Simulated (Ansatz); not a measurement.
Crystal: Ge.

```xyz
2
Lattice="1.4881 -2.5947 0.0000 1.4881 2.5947 0.0000 0.0000 0.0000 4.7276" Properties=species:S:1:pos:R:3 pbc="T T T"
Ge    1.4881    0.8643    1.1819
Ge    1.4881   -0.8643    3.5457
```

This isn't the form of Ge at room conditions, which is diamond.

Program: Ansatz 0.2.0. Alike in all runs: task band structure; potentials or basis Ansatz PAW; cell as given; smearing fermi-dirac 0.05 eV.

Problem. Order these runs on this cell by their pressure, lowest first.
A. level r2SCAN; spin off; k mesh 10 × 10 × 6; cutoff (eV) 500
B. level PBEsol; spin SOC, no magnetisation; k mesh 7 × 7 × 5; cutoff (eV) 420
C. level LDA; spin off; k mesh 10 × 10 × 6; cutoff (eV) 420
D. level BLYP; spin off; k mesh 10 × 10 × 6; cutoff (eV) 420

Solution. C (-1.2 GPa), B (0.4 GPa), A (2.1 GPa), D (11.3 GPa).

Caveats: the PAW data sets come from PBE, with cores solved anew for the run's functional, which leaves a small shift of forces and pressure; the potentials were made for another functional, which shifts forces and pressure (some runs).

Not every run made on this cell is shown here.
